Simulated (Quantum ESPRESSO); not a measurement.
**La2O3 under changes of volume**

One of the cells (16.357 Å³/atom); the others are scaled copies at fixed shape and fractional positions:

```xyz
5
Lattice="3.9308 0.0000 0.0000 -1.9654 3.4042 0.0000 0.0000 0.0000 6.1120" Properties=species:S:1:pos:R:3 pbc="T T T"
La    0.0000    2.2694    1.5050
La    1.9654    1.1347    4.6070
O     0.0000    0.0000    0.0000
O     0.0000    2.2694    3.9477
O     1.9654    1.1347    2.1643
```

The cell is a database's computed one.

- Program: Quantum ESPRESSO 7.5
- Functional: LDA
- Potentials or basis: GBRV 1.5 LDA
- Cutoff: 612 eV
- Density cutoff: 4898 eV
- k mesh: 8 × 8 × 5
- Occupations: fermi-dirac, width 0.05 eV
- Spin: no spin polarisation

```csv
volume (Å³/atom),energy over the lowest point (meV/atom),pressure (GPa),gap on the mesh (eV)
15.375,2.98,3.0,3.81
15.703,0.00,-0.3,3.82
16.030,?,?,?
16.357,12.64,-5.9,3.82
16.684,27.00,-8.3,3.80
17.011,45.97,-10.4,3.77
17.338,69.06,-12.3,3.74
```

Question: What does the run at 16.030 Å³/atom give?

Answer: Energy over the lowest point 3.44 meV/atom; pressure -3.3 GPa; gap on the mesh 3.82 eV.

Worked out: A Birch-Murnaghan fit of order 3 (a polynomial in V^(-2/3)) to the other rows has its minimum at 15.68 Å³/atom with B0 = V·E''(V) = 152 GPa and B' = 4.3 at fixed shape and positions, which overstates the stiffness. It gives 3.45 meV/atom at 16.030 Å³/atom, against the run's 3.44, and -dE/dV = -3.2 GPa, against -3.3. A parabola through the other rows of the gap, of slope -0.135 eV per unit of ln V there, gives 3.82 eV, against the run's 3.82.

Energies are extrapolated to zero smearing.

Caveats: spin-orbit coupling is left out, which moves the levels of the heavy elements; an odd mesh through Γ misses points on the zone boundary, where band edges often lie.
